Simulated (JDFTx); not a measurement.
# WC (Qusongite) (P-6m2) in JDFTx: a series of runs

Runs on WC (Qusongite). Level: PBE. Tasks: band structure.

Program: JDFTx 1.7.0 (patched build). These are calculated values, not measurements. Logs are shortened: lines on timing, memory, paths and dates and some standing lists are left out, and cuts for length are marked. The log counts tension as positive stress, the text compression.

## (1) The structure

The structure is hexagonal, space group P-6m2 (No. 187). The conventional cell has a = 2.907 Å, b = 2.907 Å, c = 2.837 Å, α = 90.00°, β = 90.00°, γ = 120.00°. W (site symmetry -6m2) is surrounded by 6 C at 2.20 Å. Around C (site symmetry -6m2) lie 6 W at 2.20 Å.

## (2) Band structure, PBE

Input file bands.in:

```
lattice \
    5.4924889812    -2.7462444906     0.0000000000 \
    0.0000000000     4.7566349877     0.0000000000 \
    0.0000000000     0.0000000000     5.3603971251
coords-type Cartesian
ion W      0.0000000000     0.0000000000     0.0000000000 1
ion C      2.7462444909     1.5855449958     2.6801985626 1

ion-species pseudo/W.upf
ion-species pseudo/C.upf
elec-cutoff 41 328
elec-ex-corr gga-PBE
elec-smearing Fermi 0.0018374661
elec-n-bands 15
electronic-minimize nIterations 30 energyDiffThreshold 1e-06
davidson-band-ratio 1.3
forces-output-coords Cartesian
include path.kpoints
symmetries none
fix-electron-density run.$VAR

dump-name bands.$VAR
dump End Ecomponents EigStats BandEigs Kpoints Forces
```

Input file path.kpoints:

```
kpoint +0.0000000000 +0.0000000000 +0.0000000000 0.020000000000
kpoint +0.1000000000 +0.0000000000 +0.0000000000 0.020000000000
kpoint +0.2000000000 +0.0000000000 +0.0000000000 0.020000000000
kpoint +0.3000000000 +0.0000000000 +0.0000000000 0.020000000000
kpoint +0.4000000000 +0.0000000000 +0.0000000000 0.020000000000
kpoint +0.5000000000 +0.0000000000 +0.0000000000 0.020000000000
kpoint +0.4444444444 +0.1111111111 +0.0000000000 0.020000000000
kpoint +0.3888888889 +0.2222222222 +0.0000000000 0.020000000000
kpoint +0.3333333333 +0.3333333333 +0.0000000000 0.020000000000
kpoint +0.2777777778 +0.2777777778 +0.0000000000 0.020000000000
kpoint +0.2222222222 +0.2222222222 +0.0000000000 0.020000000000
kpoint +0.1666666667 +0.1666666667 +0.0000000000 0.020000000000
kpoint +0.1111111111 +0.1111111111 +0.0000000000 0.020000000000
kpoint +0.0555555556 +0.0555555556 +0.0000000000 0.020000000000
kpoint +0.0000000000 +0.0000000000 +0.0000000000 0.020000000000
kpoint +0.0000000000 +0.0000000000 +0.1000000000 0.020000000000
kpoint +0.0000000000 +0.0000000000 +0.2000000000 0.020000000000
kpoint +0.0000000000 +0.0000000000 +0.3000000000 0.020000000000
kpoint +0.0000000000 +0.0000000000 +0.4000000000 0.020000000000
kpoint +0.0000000000 +0.0000000000 +0.5000000000 0.020000000000
kpoint +0.0833333333 +0.0000000000 +0.5000000000 0.020000000000
kpoint +0.1666666667 +0.0000000000 +0.5000000000 0.020000000000
kpoint +0.2500000000 +0.0000000000 +0.5000000000 0.020000000000
kpoint +0.3333333333 +0.0000000000 +0.5000000000 0.020000000000
kpoint +0.4166666667 +0.0000000000 +0.5000000000 0.020000000000
kpoint +0.5000000000 +0.0000000000 +0.5000000000 0.020000000000
kpoint +0.4444444444 +0.1111111111 +0.5000000000 0.020000000000
kpoint +0.3888888889 +0.2222222222 +0.5000000000 0.020000000000
kpoint +0.3333333333 +0.3333333333 +0.5000000000 0.020000000000
kpoint +0.2916666667 +0.2916666667 +0.5000000000 0.020000000000
kpoint +0.2500000000 +0.2500000000 +0.5000000000 0.020000000000
kpoint +0.2083333333 +0.2083333333 +0.5000000000 0.020000000000
kpoint +0.1666666667 +0.1666666667 +0.5000000000 0.020000000000
kpoint +0.1250000000 +0.1250000000 +0.5000000000 0.020000000000
kpoint +0.0833333333 +0.0833333333 +0.5000000000 0.020000000000
kpoint +0.0416666667 +0.0416666667 +0.5000000000 0.020000000000
kpoint +0.0000000000 +0.0000000000 +0.5000000000 0.020000000000
kpoint +0.5000000000 +0.0000000000 +0.5000000000 0.020000000000
kpoint +0.5000000000 +0.0000000000 +0.4000000000 0.020000000000
kpoint +0.5000000000 +0.0000000000 +0.3000000000 0.020000000000
kpoint +0.5000000000 +0.0000000000 +0.2000000000 0.020000000000
kpoint +0.5000000000 +0.0000000000 +0.1000000000 0.020000000000
kpoint +0.5000000000 +0.0000000000 +0.0000000000 0.020000000000
kpoint +0.3333333333 +0.3333333333 +0.0000000000 0.020000000000
kpoint +0.3333333333 +0.3333333333 +0.0833333333 0.020000000000
kpoint +0.3333333333 +0.3333333333 +0.1666666667 0.020000000000
kpoint +0.3333333333 +0.3333333333 +0.2500000000 0.020000000000
kpoint +0.3333333333 +0.3333333333 +0.3333333333 0.020000000000
kpoint +0.3333333333 +0.3333333333 +0.4166666667 0.020000000000
kpoint +0.3333333333 +0.3333333333 +0.5000000000 0.020000000000
```

Potentials or basis: PseudoDojo-SR-PBE-0.4.1-standard with smoothed tails.

Command:

```console
$ jdftx -c 1 -i bands.in -o bands.out
```

The log of the run:

```text
*************** JDFTx 1.7.0 (patched build) ***************

Input parsed successfully to the following command list (including defaults):
[... the input with its defaults ...]

---------- Initializing the Grid ----------
R =
[      5.49249     -2.74624            0  ]
[            0      4.75663            0  ]
[            0            0       5.3604  ]
unit cell volume = 140.044
G =
[    1.14396   0.660465         -0  ]
[          0    1.32093          0  ]
[          0         -0    1.17215  ]
Minimum fftbox size, Smin = [  48  48  44  ]
Chosen fftbox size, S = [  48  48  48  ]

---------- Initializing tighter grid for wavefunction operations ----------
R =
[      5.49249     -2.74624            0  ]
[            0      4.75663            0  ]
[            0            0       5.3604  ]
unit cell volume = 140.044
G =
[    1.14396   0.660465         -0  ]
[          0    1.32093          0  ]
[          0         -0    1.17215  ]
Minimum fftbox size, Smin = [  32  32  32  ]
Chosen fftbox size, S = [  32  32  32  ]

---------- Exchange Correlation functional ----------
Initalized PBE GGA exchange.
Initalized PBE GGA correlation.

---------- Setting up pseudopotentials ----------
Width of ionic core gaussian charges (only for fluid interactions / plotting) set to 0

Reading pseudopotential file 'pseudo/W.upf':
  'W' pseudopotential, 'PBE' functional
  Generated using ONCVPSP code by D. R. Hamann
  14 valence electrons, 4 orbitals, 8 projectors, 1001 radial grid points, with lMax = 3
    5S    l: 0   occupation:  2.0   eigenvalue: -2.905892
    5P    l: 1   occupation:  6.0   eigenvalue: -1.587650
    5D    l: 2   occupation:  4.0   eigenvalue: -0.164649
    6S    l: 0   occupation:  2.0   eigenvalue: -0.209951
  Core radius for overlap checks: 2.00 bohrs.

Reading pseudopotential file 'pseudo/C.upf':
  'C' pseudopotential, 'PBE' functional
  Generated using ONCVPSP code by D. R. Hamann
  4 valence electrons, 2 orbitals, 4 projectors, 1001 radial grid points, with lMax = 1
    2S    l: 0   occupation:  2.0   eigenvalue: -0.505335
    2P    l: 1   occupation:  2.0   eigenvalue: -0.194238
  Core radius for overlap checks: 1.21 bohrs.

Initialized 2 species with 2 total atoms.

Folded 50 k-points by 1x1x1 to 50 k-points.

---------- Setting up k-points, bands, fillings ----------
No reducable k-points.
Computing the number of bands and number of electrons
Calculating initial fillings.
nElectrons:  18.000000   nBands: 15   nStates: 50

----- Setting up reduced wavefunction bases (one per k-point) -----
average nbasis = 1756.800 , ideal nbasis = 1756.046

---------- Setting up ewald sum ----------
Optimum gaussian width for ewald sums = 1.845697 bohr.
Real space sum over 1331 unit cells with max indices [  5  5  5  ]
Reciprocal space sum over 2197 terms with max indices [  6  6  6  ]

---------- Allocating electronic variables ----------
Reading n from file 'run.n' ... done
Initializing wave functions:  linear combination of atomic orbitals
Note: number of bands (15) exceeds available atomic orbitals (14)

----------- Band structure minimization -------------
Minimization will be done independently for each quantum number.

---- Minimization of quantum number:     0  [ +0.0000000 +0.0000000 +0.0000000 ]  0.040000000 ----
BandDavidson: Iter:   0  Eband: +0.222509342946923
BandDavidson: Iter:   1  Eband: +0.201320130755895  dEband: -2.118921e-02
BandDavidson: Iter:   2  Eband: +0.196490753310587  dEband: -4.829377e-03
BandDavidson: Iter:   3  Eband: +0.196108684070540  dEband: -3.820692e-04
[... 654 lines of inner loops ...]
BandDavidson: Iter:   8  Eband: +0.208511375316218  dEband: -1.642495e-06
BandDavidson: Iter:   9  Eband: +0.208510780747851  dEband: -5.945684e-07
BandDavidson: Converged (dEband<1.000000e-06)
	FillingsUpdate:  mu: +0.761867321  nElectrons: 18.000000
WARNING: these k-points are no uniform mesh, so that mu and the fillings of partly filled bands are only those of these points: take mu from the calculation that made the density or potential.

Dumping 'bands.eigStats' ...
	eMin: -1.964974 at state 14 ( [ +0.000000 +0.000000 +0.000000 ] spin 0 )
	HOMO: +0.761070 at state 17 ( [ +0.000000 +0.000000 +0.300000 ] spin 0 )
	mu  : +0.761867
	LUMO: +0.762107 at state 7 ( [ +0.388889 +0.222222 +0.000000 ] spin 0 )
	eMax: +1.341246 at state 16 ( [ +0.000000 +0.000000 +0.200000 ] spin 0 )
	HOMO-LUMO gap: +0.001037
	Optical gap  : +0.027514 at state 9 ( [ +0.277778 +0.277778 +0.000000 ] spin 0 )
Done!
[note: mu, HOMO and LUMO in a band run belong to the points of the path alone and aren't those of the crystal]
```

Run time: 5.5 s. Hardware: 1 thread of AMD EPYC 9R45 (Zen 5), shared host; peak memory 0.09 GiB.

What came out:

| Property | Result |
| --- | --- |
| Band gap along the path | none (metal or under the smearing width) |

Levels at the corners of the path, in eV from the Fermi level:
```
point  band 7  band 8  band 9  band 10  band 11  band 12
    Γ   -3.34   -3.34    0.07     3.24     3.24     5.61
    M   -3.63   -3.56   -0.48     2.35     4.54     4.87
    K   -4.56   -3.46    0.63     0.98     2.05     3.22
    Γ   -3.34   -3.34    0.07     3.24     3.24     5.61
    A   -2.02   -2.02   -0.58    -0.58     3.65     4.53
    L   -4.32   -4.19    0.29     4.44     5.30     6.64
    H   -5.40   -1.63   -0.65     4.40     6.38     7.59
    A   -2.02   -2.02   -0.58    -0.58     3.65     4.53
    L   -4.32   -4.19    0.29     4.44     5.30     6.64
    M   -3.63   -3.56   -0.48     2.35     4.54     4.87
    K   -4.56   -3.46    0.63     0.98     2.05     3.22
    H   -5.40   -1.63   -0.65     4.40     6.38     7.59
```

Caveat: spin-orbit coupling is left out, which moves the levels of the heavy elements.

## (3) Band structure, PBE, spin-orbit coupling, no magnetisation

bands.in, as its differences from that of step 2:

```diff
@@ -13,3 +13,4 @@
 elec-smearing Fermi 0.0018374661
-elec-n-bands 15
+elec-n-bands 30
+spintype spin-orbit
 electronic-minimize nIterations 30 energyDiffThreshold 1e-06
```

path.kpoints is that of step 2.

Potentials or basis: PseudoDojo-FR-PBE-0.4-standard with smoothed tails.

Command:

```console
$ jdftx -c 1 -i bands.in -o bands.out
```

Run time: 16 s. Hardware: 1 thread of AMD EPYC 9R45 (Zen 5), shared host; peak memory 0.15 GiB.

It converged, with:

```
Band gap along the path : none (metal or under the smearing width)
```

Levels at the corners of the path, in eV from the Fermi level:
```tsv
point	band 16	band 17	band 18	band 19	band 20	band 21
Γ	-3.23	0.01	0.01	3.03	3.03	3.43
M	-3.60	-0.52	-0.52	2.33	2.33	4.37
K	-3.43	0.38	0.73	0.73	1.18	2.03
Γ	-3.23	0.01	0.01	3.03	3.03	3.43
A	-2.01	-0.86	-0.86	-0.29	-0.29	3.57
L	-4.26	0.22	0.22	4.39	4.39	5.23
H	-1.64	-0.72	-0.53	4.29	4.37	6.30
A	-2.01	-0.86	-0.86	-0.29	-0.29	3.57
L	-4.26	0.22	0.22	4.39	4.39	5.23
M	-3.60	-0.52	-0.52	2.33	2.33	4.37
K	-3.43	0.38	0.73	0.73	1.18	2.03
H	-1.64	-0.72	-0.53	4.29	4.37	6.30
```
